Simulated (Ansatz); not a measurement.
**Element substitutions in BaTiO3**

Take BaTiO₃ in the cubic perovskite structure (space group Pm-3m, No. 221; a = 3.970 Å) as the base.

Each row replaces one element on all its sites; cell and atoms are relaxed.

Levels (all Ansatz, an electronic-structure program, PAW, earlier PAW set): PBEsol (420 eV, spin-orbit coupling left out); r2SCAN (500 eV, without spin-orbit coupling).

Pressures by level, all at the geometries relaxed with PBEsol:

```tsv
case	PBEsol	r2SCAN
base	0.0 GPa	3.4 GPa
Ti → Re	0.0 GPa	___
O → F	0.0 GPa	___
```

Problem. Some entries are withheld; estimate them.

Solution. 
- Ti → Re, r2SCAN: 4.3 GPa
- O → F, r2SCAN: 1.7 GPa

Other magnetic orders, which the real material may have, were not ruled out. Single points use the geometry relaxed with PBEsol. Their cutoffs differ, which shifts pressures a little. Stability against distortions was not tested. As relaxed here, BaTiF3 is a hypothetical phase, not in the database extracts checked. For BaReO3 in this form, whether it has been made was not checked. No Hubbard U is applied, and correlation can decide whether such a compound is a metal. Spin-polarised in the final run: PBEsol BaTiF3 and r2SCAN BaTiF3; the other runs are not. An odd electron count without spin: BaReO3. Many cubic perovskites are stable only at high temperature; tilts and polar distortions were not tested. This is not the structure that BaTiO3 has at room temperature and ambient pressure.
